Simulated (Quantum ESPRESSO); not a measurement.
Runs of Quantum ESPRESSO 7.5 on Sn. Symmetry: Fd-3m, No. 227, cubic system. Conventional cell: a = 6.467 Å, b = 6.467 Å, c = 6.467 Å, α = 90.00°, β = 90.00°, γ = 90.00°. Around Sn (site symmetry -43m) lie 4 Sn at 2.80 Å. This isn't the form of Sn at room conditions, which is tetragonal (white tin).

```csv
task,level,potentials or basis,cell,k mesh,cutoff (eV),symmetry,SCF threshold,form of the LDA correlation,gap on the mesh (eV),pressure (GPa),V0 of scaled cells (Å³/atom),B0 (GPa)
equation of state,r2SCAN,SG15 PBE 1.2,as given,5 × 5 × 5,952,off,1e-08 Ry,-,-,-,34.46,44
single point,PBEsol,GBRV 1.5 PBEsol,"atoms moved at random, drawn with an rms of 0.05 Å",7 × 7 × 7,925,-,4e-10 Ry,-,none,1.4,-,-
single point,PBEsol,GBRV 1.5 PBEsol,as given,7 × 7 × 7,925,-,4e-10 Ry,-,none,1.3,-,-
band structure,PBEsol,GBRV 1.5 PBEsol,as given,7 × 7 × 7,925,-,4e-10 Ry,-,none,1.3,-,-
equation of state,PBEsol,GBRV 1.5 PBEsol,as given,7 × 7 × 7,925,-,4e-10 Ry,-,-,-,(b),(a)
equation of state,LDA,GBRV 1.5 LDA,as given,7 × 7 × 7,925,-,4e-10 Ry,PZ81,-,-,33.89,45
```

Alike in all rows: no spin polarisation; smearing fermi-dirac 0.05 eV.

Task: Fill in the values left out.

Result: (a) 41; (b) 34.93.

Caveats: the potentials were made for another functional, which shifts forces and pressure (some runs); spin-orbit coupling is left out, which moves the levels of the heavy elements (some runs).

A k mesh can miss the band edges, and the runs leave out spin-orbit coupling on Sn.

A gap of «none» marks a metal or a gap under the smearing width.
